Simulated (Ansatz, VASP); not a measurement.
# In in VASP and in Ansatz

Contents of INCAR:

```
ALGO = Normal
EDIFF = 1E-6
ENCUT = 520
GGA = PE
ISIF = 2
ISMEAR = -1
LASPH = T
LCHARG = F
LREAL = F
LWAVE = F
NBANDS = 12
NELM = 80
PREC = Accurate
SIGMA = 0.05
```

Contents of KPOINTS:

```
k-points
0
Gamma
  15 15 15
```

File POSCAR:

```
In
1.0
    0.0000000000      2.3956139017      2.3956139017
    2.3956139017      0.0000000000      2.3956139017
    2.3956139017      2.3956139017      0.0000000000
In
1
Direct
    0.0000000000      0.0000000000      0.0000000000
```

Input for Ansatz:

```yaml
crystal:
  lattice:
    - [0.0, 2.3956139017, 2.3956139017]
    - [2.3956139017, 0.0, 2.3956139017]
    - [2.3956139017, 2.3956139017, 0.0]
  atoms:
    - { symbol: In, position: [0.0, 0.0, 0.0] }
kpoints:
  mp_grid: { grid: [15, 15, 15] }
  band_path:
    path:
      - [0.0, 0.0, 0.0]
      - [0.5, 0.0, 0.5]
      - [0.625, 0.25, 0.625]
      - [0.375, 0.375, 0.75]
      - [0.0, 0.0, 0.0]
      - [0.5, 0.5, 0.5]
      - [0.5, 0.25, 0.75]
      - [0.5, 0.0, 0.5]
    npoints: 5
scf:
  occupations: { method: fermi_dirac, width: 0.05 }
hamiltonian:
  xc: pbe
  pseudopotentials:
    kind: all_electron
    lapw: { basis_error: 0.0005 }
    relativity: none
output:
  forces: true
  stress: true
  eigenvalues: true
```

Alike in both runs: task single point; functional PBE; k mesh 15 × 15 × 15; occupations fermi-dirac, width 0.05 eV; no spin polarisation.

|  | VASP | Ansatz |
| --- | --- | --- |
| version | VASP 6.6.1 | Ansatz 0.2.0 |
| potentials or method | VASP PAW PBE potentials, release 64 (In_d) | all-electron LAPW, non-relativistic |
| plane-wave cutoff (eV) | 520 | see its input |

```csv
,VASP,Ansatz,Ansatz less VASP
pressure (GPa),0.0,-0.1,-0.02
```

Ansatz ran all-electron here, so the differences hold the error of VASP's frozen core and of both bases.
